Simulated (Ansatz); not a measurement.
A run of Ansatz 0.2.0 is set up as follows.

Contents of input.yaml:

```yaml
crystal:
  lattice:
    - [0.0, 3.24504255, 3.24504255]
    - [3.24504255, 0.0, 3.24504255]
    - [3.24504255, 3.24504255, 0.0]
  atoms:
    - { symbol: Pt, position: [0.0, 0.0, 0.0] }
    - { symbol: Te, position: [0.25, 0.25, 0.25] }
kpoints:
  mp_grid: { grid: [5, 5, 5] }
scf:
  occupations: { method: gaussian, width: 0.05 }
hamiltonian:
  xc: pbesol
  pseudopotentials: { kind: all_electron, lapw: { basis_error: 0.001 } }
  hubbard:
    sites: [{ species: Pt, l: d, u_eff: 6 }]
    double_counting: fll
    projectors: ortho-atomic
output:
  forces: true
  stress: true
  eigenvalues: true
  hubbard: {}
```

Potentials or basis: all-electron LAPW, scalar-relativistic.

The run is started by

```bash
$ ansatz run input.yaml --threads 1 --pin off --max-ram 3072MiB --backend cpu --events-out ev --progress --plain --runs-dir out
```

What does it give for the pressure?

-12.4 GPa.

Predict the band gap on the k mesh.

none (metal or under the smearing width).

Caveat: U without spin polarisation on a metal has little footing; the U is typed as a test and isn't derived for this compound. The run has no spin-orbit coupling, so splittings on Pt, Te are missing.
